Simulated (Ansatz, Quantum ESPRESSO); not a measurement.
# 2H-WS2, 1 layer: response to a perpendicular field, part 4 of 5

Aim: how 2H-WS2, 1 layer screens a field along its normal, and what the field does to its bands.

Quantum ESPRESSO 7.5; plane-wave DFT, PBE, PseudoDojo norm-conserving pseudopotentials; geometry and cross-check by Ansatz 0.2.0 with PAW datasets.

So far. Step 6 (Self-consistent run: field 0.1 V/Å): The dipole goes from -0.0000 to 0.0247 e Å, 0.2473 e Å per V/Å. Step 7 (Electrostatic potential): The slope in the vacuum is 0.100 eV/Å for an applied 0.10 V/Å, as it should be.

## (8) Ground state: field 0.2 V/Å

f2.in reads:

```
&control
  prefix = 'f2'
  outdir = './out'
  pseudo_dir = './pseudo'
  calculation = 'scf'
  tprnfor = .true.
  tefield = .true.
  dipfield = .true.
/
&system
  ibrav = 0
  nat = 3
  ntyp = 2
  ecutwfc = 62
  ecutrho = 248
  occupations = 'smearing'
  smearing = 'fd'
  degauss = 0.004
  edir = 3
  emaxpos = 0.97
  eopreg = 0.04
  eamp = 0.00388938
/
&electrons
  conv_thr = 1e-09
  mixing_beta = 0.4
  electron_maxstep = 120
  mixing_mode = 'plain'
  startingpot = 'file'
/
ATOMIC_SPECIES
  S   32.0600  S.dojo-sr-pbe-0.4.1-standard.upf
  W   183.8400  W.dojo-sr-pbe-0.4.1-standard.upf
CELL_PARAMETERS angstrom
  3.18709463626029 0.00000000000000 0.00000000000000
  -1.59354731813014 2.76010491926653 0.00000000000000
  0.00000000000000 0.00000000000000 20.47562023240000
ATOMIC_POSITIONS crystal
  S   0.333333333333 0.666666666667 0.423242350828
  W   -0.000000000000 -0.000000000000 0.499999994263
  S   0.333333333333 0.666666666667 0.576757654909
K_POINTS automatic
  12 12 1 0 0 0
```

Run with:

```
$ cp -r out/f0.save out/f2.save
$ OMP_NUM_THREADS=1 mpirun -n 4 pw.x -nk 4 -in f2.in > f2.out
```

The log of the run:

```text
[banner, memory and clock lines left out]
Program PWSCF v.7.5 starts
[...]
number of electrons       =        26.00
     number of Kohn-Sham states=           17
     kinetic-energy cutoff     =      62.0000  Ry
     charge density cutoff     =     248.0000  Ry
[...]
number of k points=    74  Fermi-Dirac smearing, width (Ry)=  0.0040
[...]
Dense  grid:    79909 G-vectors     FFT dimensions: (  32,  32, 200)
     The initial density is read from file :
[...]
Starting wfcs are   18 randomized atomic wfcs
[...]
estimated scf accuracy    <       0.02848298 Ry
[...]
estimated scf accuracy    <       0.27172852 Ry
[...]
estimated scf accuracy    <       0.00033050 Ry
[...]
estimated scf accuracy    <       0.00006952 Ry
[...]
estimated scf accuracy    <       0.00001725 Ry
[...]
estimated scf accuracy    <       0.00000048 Ry
[...]
estimated scf accuracy    <       0.00000016 Ry
[...]
estimated scf accuracy    <       0.00000003 Ry
[...]
estimated scf accuracy    <       0.00000001 Ry
[...]
estimated scf accuracy    <          2.2E-09 Ry
[...]
Computed dipole along edir(3) :
        Dipole                0.0935 Ry au,          0.2376 Debye
        Dipole field          0.0010 Ry au,
        E field amplitude [Ha a.u.]:  3.8894E-03
        Potential amp.        0.2172 Ry
        Total length         37.1456 bohr
[...]
the Fermi energy is     0.2072 ev
!    total energy              =    -196.03509230 Ry
     estimated scf accuracy    <          7.8E-10 Ry
     smearing contrib. (-TS)   =      -0.00000000 Ry
     internal energy E=F+TS    =    -196.03509230 Ry
[...]
one-electron contribution =   -1146.00214406 Ry
     hartree contribution      =     572.36746737 Ry
     xc contribution           =     -45.87602289 Ry
     ewald contribution        =     423.47624398 Ry
     electric field correction =      -0.00063671 Ry
     convergence has been achieved in  11 iterations
[...]
Total force =     0.000451     Total SCF correction =     0.000211
[...]
```

The job ended after 50 s (4 MPI ranks of Arm Neoverse V2, shared host; peak memory 0.58 GiB).

Read from the output:

```
free energy                          : -2667.1933 eV
Fermi energy                         : 0.2072 eV
dipole along the normal              : 0.04947 e·Å
valence top, on the run's zero       : -0.7130 eV
conduction bottom, on the run's zero : 1.098 eV
```

The dipole goes from -0.0000 to 0.0495 e Å, 0.2473 e Å per V/Å.

## (9) Electrostatic potential

f2.pot.in reads:

```
&inputpp
  prefix = 'f2'
  outdir = './out'
  filplot = 'f2.pot.dat'
  plot_num = 11
/
```

Run with:

```
$ OMP_NUM_THREADS=1 mpirun -n 4 pp.x -in f2.pot.in > f2.pot.out
```

It took 0.74 s on 4 MPI ranks; peak memory 0.11 GiB; 2.6 s of CPU time.

This step gave:

| Item | Value |
| --- | --- |
| slope of the potential above | 0.2000 eV/Å |
| upper vacuum line continued to the top atoms, over the valence top | 5.518 eV |
| slope of the potential below | 0.2000 eV/Å |
| lower vacuum line continued to the bottom atoms, over the valence top | 5.906 eV |

The slope in the vacuum is 0.200 eV/Å for an applied 0.20 V/Å, as it should be.

## (10) Band structure: field 0.2 V/Å

f2.bands.in reads:

```
&control
  prefix = 'f2.bands'
  outdir = './out'
  pseudo_dir = './pseudo'
  calculation = 'bands'
  tefield = .true.
  dipfield = .true.
/
&system
  ibrav = 0
  nat = 3
  ntyp = 2
  ecutwfc = 62
  ecutrho = 248
  occupations = 'smearing'
  smearing = 'fd'
  degauss = 0.004
  edir = 3
  emaxpos = 0.97
  eopreg = 0.04
  eamp = 0.00388938
  nbnd = 19
/
&electrons
  conv_thr = 1e-07
  mixing_beta = 0.4
  electron_maxstep = 120
  mixing_mode = 'local-TF'
/
ATOMIC_SPECIES
  S   32.0600  S.dojo-sr-pbe-0.4.1-standard.upf
  W   183.8400  W.dojo-sr-pbe-0.4.1-standard.upf
CELL_PARAMETERS angstrom
  3.18709463626029 0.00000000000000 0.00000000000000
  -1.59354731813014 2.76010491926653 0.00000000000000
  0.00000000000000 0.00000000000000 20.47562023240000
ATOMIC_POSITIONS crystal
  S   0.333333333333 0.666666666667 0.423242350828
  W   -0.000000000000 -0.000000000000 0.499999994263
  S   0.333333333333 0.666666666667 0.576757654909
K_POINTS crystal_b
4
  0.0000000000 0.0000000000 0.0000000000 14
  0.5000000000 0.0000000000 0.0000000000 14
  0.3333333333 0.3333333333 0.0000000000 14
  0.0000000000 0.0000000000 0.0000000000 1
```

Run with:

```
$ cp -r out/f2.save out/f2.bands.save
$ cp out/f2.xml out/f2.bands.xml
$ OMP_NUM_THREADS=1 mpirun -n 4 pw.x -nk 4 -in f2.bands.in > f2.bands.out
```

The log of the run:

```text
[banner, memory and clock lines left out]
Program PWSCF v.7.5 starts
[citation notice left out]

[...]
bravais-lattice index     =            0
     lattice parameter (alat)  =       6.0227  a.u.
     unit-cell volume          =    1215.4979 (a.u.)^3
     number of atoms/cell      =            3
     number of atomic types    =            2
     number of electrons       =        26.00
     number of Kohn-Sham states=           19
     kinetic-energy cutoff     =      62.0000  Ry
     charge density cutoff     =     248.0000  Ry
     Exchange-correlation= PBE
                           (   1   4   3   4   0   0   0)

[...]
PseudoPot. # 1 for S  read from file:
     ./pseudo/S.dojo-sr-pbe-0.4.1-standard.upf
     Pseudo is Norm-conserving + core correction, Zval =  6.0
     Generated using ONCVPSP code by D. R. Hamann
     Using radial grid of 1146 points,  6 beta functions with:
                l(1) =   0
                l(2) =   0
                l(3) =   1
                l(4) =   1
                l(5) =   2
                l(6) =   2

     PseudoPot. # 2 for W  read from file:
     ./pseudo/W.dojo-sr-pbe-0.4.1-standard.upf
     Pseudo is Norm-conserving + core correction, Zval = 14.0
     Generated using ONCVPSP code by D. R. Hamann
     Using radial grid of 1396 points,  8 beta functions with:
                l(1) =   0
                l(2) =   0
                l(3) =   1
                l(4) =   1
                l(5) =   2
                l(6) =   2
                l(7) =   3
                l(8) =   3

     atomic species   valence    mass     pseudopotential
     S                 6.00    32.06000     S ( 1.00)
     W                14.00   183.84000     W ( 1.00)

     No symmetry found

[...]
number of k points=    43  Fermi-Dirac smearing, width (Ry)=  0.0040
[...]
Dense  grid:    79909 G-vectors     FFT dimensions: (  32,  32, 200)

     The potential is recalculated from file :
     ./out/f2.bands.save/charge-density

     Adding external electric field

     Computed dipole along edir(3) :
        Dipole                0.0935 Ry au,          0.2376 Debye
        Dipole field          0.0010 Ry au,

        E field amplitude [Ha a.u.]:  3.8894E-03
        Potential amp.        0.2172 Ry
        Total length         37.1456 bohr

     Starting wfcs are   18 randomized atomic wfcs +    1 random wfcs

     Band Structure Calculation
     Davidson diagonalization with overlap

     ethr =  3.85E-10,  avg # of iterations = 51.3

     End of band structure calculation

          k = 0.0000 0.0000 0.0000 ( 10039 PWs)   bands (ev):

   -74.7718 -39.0013 -38.8500 -38.8500 -15.4428 -13.8221  -7.0311  -3.5496
    -3.5496  -2.8177  -2.3277  -2.3277  -0.7545   2.1556   2.1556   2.3031
     2.3031   3.9618   4.4774

          k = 0.0357 0.0206 0.0000 ( 10033 PWs)   bands (ev):

   -74.7716 -39.0006 -38.8542 -38.8510 -15.4218 -13.8144  -7.0057  -3.6074
    -3.5289  -2.9182  -2.3624  -2.2628  -0.7638   2.1308   2.1962   2.2436
     2.2840   4.0005   4.5567

[...]
```

Wall time 22 s (4 MPI ranks); peak memory 0.34 GiB; 89 s of CPU time.

Band numbers count within the set of bands kept for display. The electronic bands at the labelled points (eV, zero at the highest filled level of the SCF mesh; v1 is the highest filled band, c1 the lowest empty one):

| point | v4 | v3 | v2 | v1 | c1 | c2 | c3 | c4 |
| --- | --- | --- | --- | --- | --- | --- | --- | --- |
| Γ | -2.10 | -1.61 | -1.61 | -0.04 | 2.87 | 2.87 | 3.02 | 3.02 |
| halfway | -2.67 | -2.00 | -1.65 | -0.85 | 2.31 | 2.53 | 3.14 | 4.07 |
| M | -3.39 | -2.12 | -1.27 | -0.92 | 2.83 | 3.28 | 4.02 | 4.69 |
| halfway | -3.42 | -2.79 | -2.14 | -0.43 | 2.52 | 3.54 | 3.81 | 4.75 |
| K | -3.88 | -3.23 | -2.37 | 0.00 | 1.81 | 3.33 | 4.01 | 5.49 |
| halfway | -3.42 | -2.27 | -1.37 | -0.85 | 2.02 | 2.78 | 2.97 | 4.52 |
| Γ | -2.10 | -1.61 | -1.61 | -0.04 | 2.87 | 2.87 | 3.02 | 3.02 |

Upper empty bands that drop with the field can be states of the vacuum, held by the sawtooth; they depend on the cell's width.

Along this path the valence top lies at K and the conduction bottom at K. The valence levels at K and Γ lie only 0.04 eV apart, so strain, functional or spin-orbit coupling can change their order; in real monolayers of this family spin-orbit coupling lifts K.

## (11) SCF with pw.x: field 0.4 V/Å

f3.in is the input of step 8 with these lines changed:

```diff
@@ -1,3 +1,3 @@
 &control
-  prefix = 'f2'
+  prefix = 'f3'
   outdir = './out'
@@ -21,3 +21,3 @@
   eopreg = 0.04
-  eamp = 0.00388938
+  eamp = 0.00777876
 /
```

Run with:

```
$ cp -r out/f0.save out/f3.save
$ OMP_NUM_THREADS=1 mpirun -n 4 pw.x -nk 4 -in f3.in > f3.out
```

The log of the run:

```text
[banner, memory and clock lines left out]
Program PWSCF v.7.5 starts
[...]
number of electrons       =        26.00
     number of Kohn-Sham states=           17
     kinetic-energy cutoff     =      62.0000  Ry
     charge density cutoff     =     248.0000  Ry
[...]
number of k points=    74  Fermi-Dirac smearing, width (Ry)=  0.0040
[...]
Dense  grid:    79909 G-vectors     FFT dimensions: (  32,  32, 200)
     The initial density is read from file :
[...]
Starting wfcs are   18 randomized atomic wfcs
[...]
estimated scf accuracy    <       0.11456888 Ry
[...]
estimated scf accuracy    <       1.11740384 Ry
[...]
estimated scf accuracy    <       0.00197540 Ry
[...]
estimated scf accuracy    <       0.00013770 Ry
[...]
estimated scf accuracy    <       0.00000774 Ry
[...]
estimated scf accuracy    <       0.00000671 Ry
[...]
estimated scf accuracy    <       0.00000097 Ry
[...]
estimated scf accuracy    <       0.00000007 Ry
[...]
estimated scf accuracy    <          2.8E-09 Ry
[...]
Computed dipole along edir(3) :
        Dipole                0.1873 Ry au,          0.4762 Debye
        Dipole field          0.0019 Ry au,
        E field amplitude [Ha a.u.]:  7.7788E-03
        Potential amp.        0.4340 Ry
        Total length         37.1456 bohr
[...]
the Fermi energy is     0.2330 ev
!    total energy              =    -196.03618457 Ry
     estimated scf accuracy    <          7.0E-10 Ry
     smearing contrib. (-TS)   =      -0.00000000 Ry
     internal energy E=F+TS    =    -196.03618457 Ry
[...]
one-electron contribution =   -1145.99260555 Ry
     hartree contribution      =     572.35849983 Ry
     xc contribution           =     -45.87577109 Ry
     ewald contribution        =     423.47624398 Ry
     electric field correction =      -0.00255175 Ry
     convergence has been achieved in  10 iterations
[...]
Total force =     0.000925     Total SCF correction =     0.000163
[...]
```

Run time: 49 s. Hardware: 4 MPI ranks; peak memory 0.58 GiB.

Numbers from this step:

- free energy: -2667.2082 eV
- Fermi energy: 0.233 eV
- dipole along the normal: 0.09914 e·Å
- valence top, on the run's zero: -0.6871 eV
- conduction bottom, on the run's zero: 1.124 eV

The dipole goes from -0.0000 to 0.0991 e Å, 0.2479 e Å per V/Å.

## (12) Potential by pp.x

f3.pot.in reads:

```
&inputpp
  prefix = 'f3'
  outdir = './out'
  filplot = 'f3.pot.dat'
  plot_num = 11
/
```

Run with:

```
$ OMP_NUM_THREADS=1 mpirun -n 4 pp.x -in f3.pot.in > f3.pot.out
```

Wall time 0.74 s (4 MPI ranks); peak memory 0.11 GiB.

This step gave:

* slope of the potential above: 0.4000 eV/Å
* upper vacuum line continued to the top atoms, over the valence top: 5.328 eV
* slope of the potential below: 0.4000 eV/Å
* lower vacuum line continued to the bottom atoms, over the valence top: 6.110 eV

The slope in the vacuum is 0.400 eV/Å for an applied 0.40 V/Å, as it should be.

Each curve counts from the valence top of its own run.

The potential energy (potential at 0 V/Å) oscillates, so the rows of the table below give means over windows of 1 Å about each position, cut where the curve ends. Its maxima inside the range that stand out by 2 % of the span (Å: eV): 9.3: -6.23, 11.2: -6.23. Its minima: 8.7: -13.5, 10.2: -36.4, 11.8: -13.5.

The runs together. The potential energy by z; means over each step:

| z (Å) | potential at 0 V/Å (eV) | potential at 0.1 V/Å (eV) | potential at 0.2 V/Å (eV) | potential at 0.4 V/Å (eV) |
| --- | --- | --- | --- | --- |
| 0 | 5.71 | 5.04 | 4.38 | 3.06 |
| 1 | 5.71 | 5.04 | 4.37 | 3.04 |
| 2 | 5.71 | 5.14 | 4.57 | 3.44 |
| 3 | 5.71 | 5.24 | 4.77 | 3.84 |
| 4 | 5.71 | 5.34 | 4.97 | 4.24 |
| 5 | 5.71 | 5.44 | 5.17 | 4.64 |
| 6 | 5.69 | 5.52 | 5.35 | 5.02 |
| 7 | 5.31 | 5.24 | 5.16 | 5.00 |
| 8 | -1.80 | -1.82 | -1.85 | -1.89 |
| 9 | -9.96 | -9.96 | -9.97 | -9.98 |
| 10 | -24.9 | -24.9 | -24.9 | -24.9 |
| 11 | -11.6 | -11.6 | -11.6 | -11.6 |
| 12 | -9.08 | -9.07 | -9.05 | -9.03 |
| 13 | 3.95 | 4.00 | 4.04 | 4.13 |
| 14 | 5.63 | 5.76 | 5.89 | 6.14 |
| 15 | 5.71 | 5.93 | 6.15 | 6.60 |
| 16 | 5.71 | 6.03 | 6.36 | 7.00 |
| 17 | 5.71 | 6.13 | 6.56 | 7.40 |
| 18 | 5.71 | 6.23 | 6.76 | 7.80 |
| 19 | 5.71 | 6.33 | 6.96 | 8.20 |
| 20 | 5.71 | 6.14 | 6.58 | 7.45 |

## (13) Band structure: field 0.4 V/Å

f3.bands.in is the input of step 10 with these lines changed:

```diff
@@ -1,3 +1,3 @@
 &control
-  prefix = 'f2.bands'
+  prefix = 'f3.bands'
   outdir = './out'
@@ -20,3 +20,3 @@
   eopreg = 0.04
-  eamp = 0.00388938
+  eamp = 0.00777876
   nbnd = 19
```

Run with:

```
$ cp -r out/f3.save out/f3.bands.save
$ cp out/f3.xml out/f3.bands.xml
$ OMP_NUM_THREADS=1 mpirun -n 4 pw.x -nk 4 -in f3.bands.in > f3.bands.out
```

The log of the run:

```text
[banner, memory and clock lines left out]
Program PWSCF v.7.5 starts
[citation notice left out]

[...]
bravais-lattice index     =            0
     lattice parameter (alat)  =       6.0227  a.u.
     unit-cell volume          =    1215.4979 (a.u.)^3
     number of atoms/cell      =            3
     number of atomic types    =            2
     number of electrons       =        26.00
     number of Kohn-Sham states=           19
     kinetic-energy cutoff     =      62.0000  Ry
     charge density cutoff     =     248.0000  Ry
     Exchange-correlation= PBE
                           (   1   4   3   4   0   0   0)

[...]
PseudoPot. # 1 for S  read from file:
     ./pseudo/S.dojo-sr-pbe-0.4.1-standard.upf
     Pseudo is Norm-conserving + core correction, Zval =  6.0
     Generated using ONCVPSP code by D. R. Hamann
     Using radial grid of 1146 points,  6 beta functions with:
                l(1) =   0
                l(2) =   0
                l(3) =   1
                l(4) =   1
                l(5) =   2
                l(6) =   2

     PseudoPot. # 2 for W  read from file:
     ./pseudo/W.dojo-sr-pbe-0.4.1-standard.upf
     Pseudo is Norm-conserving + core correction, Zval = 14.0
     Generated using ONCVPSP code by D. R. Hamann
     Using radial grid of 1396 points,  8 beta functions with:
                l(1) =   0
                l(2) =   0
                l(3) =   1
                l(4) =   1
                l(5) =   2
                l(6) =   2
                l(7) =   3
                l(8) =   3

     atomic species   valence    mass     pseudopotential
     S                 6.00    32.06000     S ( 1.00)
     W                14.00   183.84000     W ( 1.00)

     No symmetry found

[...]
number of k points=    43  Fermi-Dirac smearing, width (Ry)=  0.0040
[...]
Dense  grid:    79909 G-vectors     FFT dimensions: (  32,  32, 200)

     The potential is recalculated from file :
     ./out/f3.bands.save/charge-density

     Adding external electric field

     Computed dipole along edir(3) :
        Dipole                0.1873 Ry au,          0.4762 Debye
        Dipole field          0.0019 Ry au,

        E field amplitude [Ha a.u.]:  7.7788E-03
        Potential amp.        0.4340 Ry
        Total length         37.1456 bohr

     Starting wfcs are   18 randomized atomic wfcs +    1 random wfcs

     Band Structure Calculation
     Davidson diagonalization with overlap

     ethr =  3.85E-10,  avg # of iterations = 49.9

     End of band structure calculation

          k = 0.0000 0.0000 0.0000 ( 10039 PWs)   bands (ev):

   -74.7463 -38.9758 -38.8244 -38.8244 -15.4177 -13.7958  -7.0058  -3.5241
    -3.5241  -2.7934  -2.3020  -2.3020  -0.7282   2.1790   2.1790   2.3313
     2.3313   3.2642   4.1914

          k = 0.0357 0.0206 0.0000 ( 10033 PWs)   bands (ev):

   -74.7461 -38.9750 -38.8286 -38.8254 -15.3967 -13.7880  -6.9804  -3.5820
    -3.5035  -2.8935  -2.3367  -2.2375  -0.7375   2.1527   2.2181   2.2721
     2.3137   3.2929   4.2422

[...]
```

Elapsed: 22 s, on 4 MPI ranks; peak memory 0.34 GiB; 87 s of CPU time.

This step gave:

```
valence top, on the run's zero : -0.6874 eV
```

Band numbers count within the set of bands kept for display. Electronic bands along the path, in eV, zero at the highest filled level of the SCF mesh; v1 is the highest filled band, c1 the lowest empty one:

| point | v4 | v3 | v2 | v1 | c1 | c2 | c3 | c4 |
| --- | --- | --- | --- | --- | --- | --- | --- | --- |
| Γ | -2.11 | -1.61 | -1.61 | -0.04 | 2.87 | 2.87 | 3.02 | 3.02 |
| halfway | -2.67 | -2.00 | -1.65 | -0.85 | 2.30 | 2.53 | 3.14 | 4.07 |
| M | -3.39 | -2.13 | -1.27 | -0.92 | 2.83 | 3.28 | 4.02 | 4.69 |
| halfway | -3.42 | -2.79 | -2.14 | -0.43 | 2.52 | 3.54 | 3.81 | 4.75 |
| K | -3.88 | -3.23 | -2.37 | 0.00 | 1.81 | 3.33 | 4.01 | 5.49 |
| halfway | -3.42 | -2.27 | -1.37 | -0.85 | 2.02 | 2.78 | 2.97 | 4.51 |
| Γ | -2.11 | -1.61 | -1.61 | -0.04 | 2.87 | 2.87 | 3.02 | 3.02 |

Upper empty bands that drop with the field can be states of the vacuum, held by the sawtooth; they depend on the cell's width.

Along this path the valence top lies at K and the conduction bottom at K. The valence levels at K and Γ lie only 0.04 eV apart, so strain, functional or spin-orbit coupling can change their order; in real monolayers of this family spin-orbit coupling lifts K.

## (14) Valence density

plot_num = 0 writes the valence density.

f0.rho.in reads:

```
&inputpp
  prefix = 'f0'
  outdir = './out'
  filplot = 'f0.rho.dat'
  plot_num = 0
/
```

Run with:

```
$ OMP_NUM_THREADS=1 mpirun -n 4 pp.x -in f0.rho.in > f0.rho.out
```

The log of the run:

```text
[banner, memory and clock lines left out]
Program POST-PROC v.7.5 starts

          URL

     ./out/f0.save/

     IMPORTANT: XC functional enforced from input :
     Exchange-correlation= PBE
                           (   1   4   3   4   0   0   0)
     Any further DFT definition will be discarded
     Please, verify this is what you really want

     Adding external electric field

     Computed dipole along edir(3) :
        Dipole               -0.0000 Ry au,         -0.0000 Debye
        Dipole field         -0.0000 Ry au,

        Potential amp.        0.0000 Ry
        Total length         37.1456 bohr

     Calling punch_plot, plot_num =   0
     Writing data to file  f0.rho.dat
     Message from routine chdens:
     namelist plot not found or invalid, exiting
```

The job ended after 0.73 s (4 MPI ranks; peak memory 0.11 GiB).

This step gave:

- electrons by integration: 26.00 e

Mean over planes. Valence density, planar mean against z:

| z (Å) | valence density, planar mean (e/Å³) |
| --- | --- |
| 5.0 | 3.1e-5 |
| 5.5 | 1.4e-4 |
| 6.0 | 6.3e-4 |
| 6.5 | 0.00298 |
| 7.0 | 0.0147 |
| 7.5 | 0.0718 |
| 8.0 | 0.270 |
| 8.5 | 0.414 |
| 9.0 | 0.500 |
| 9.5 | 0.566 |
| 10.0 | 1.14 |
| 10.5 | 1.13 |
| 11.0 | 0.553 |
| 11.5 | 0.496 |
| 12.0 | 0.411 |
| 12.5 | 0.258 |
| 13.0 | 0.0661 |
| 13.5 | 0.0135 |
| 14.0 | 0.00275 |
| 14.5 | 5.9e-4 |
| 15.0 | 1.3e-4 |
| 15.5 | 2.9e-5 |

Valence density in the ca plane at fractional y = 0.667, with atoms of S within 0.2 Å of it. It is the smooth field of the valence electrons, not physical close to the nuclei.

Values in units of 1e-1 e/Å³, 5 rows by 16 columns, each cell a mean:
```
0.0 0.0 0.0 0.0 0.0 0.1 0.5 2.0 5.1 4.8 1.9 0.5 0.0 0.0 0.0 0.0
0.0 0.0 0.0 0.0 0.0 0.1 1.4 4.5 4.5 4.4 4.5 1.3 0.1 0.0 0.0 0.0
0.0 0.0 0.0 0.0 0.0 0.2 5.3 9.3 5.1 5.6 9.2 4.8 0.2 0.0 0.0 0.0
0.0 0.0 0.0 0.0 0.0 0.3 6.3 7.3 5.4 5.9 7.2 5.8 0.2 0.0 0.0 0.0
0.0 0.0 0.0 0.0 0.0 0.1 2.5 7.3 4.4 4.6 7.2 2.2 0.1 0.0 0.0 0.0
```
Columns run along c (16.0 Å, from fractional 0.07 to 0.85 of the cell), rows up along a (3.2 Å). Atoms in or near the plane, at fractional coordinates: S at (0.42, 0.33), S at (0.58, 0.33).

The density integrates to 26.000 electrons, as the 26 of the input ask.

[end of part 4 of 5]

[Logs are printed without paths, hosts, clocks, repeated set-up lines and the standing remarks that a program may print on its own settings, such as how far it seeks lower states.]

[Hosts, paths, dates, database ids (printed as entryN), source tags and the programs' standing remarks are cut or masked in the printed files.]

[Maps of the electrostatic potential energy from Ansatz leave out the sawtooth potential of an applied field or a dipole correction, so their vacuum need not be flat; planar profiles and work functions include it.]
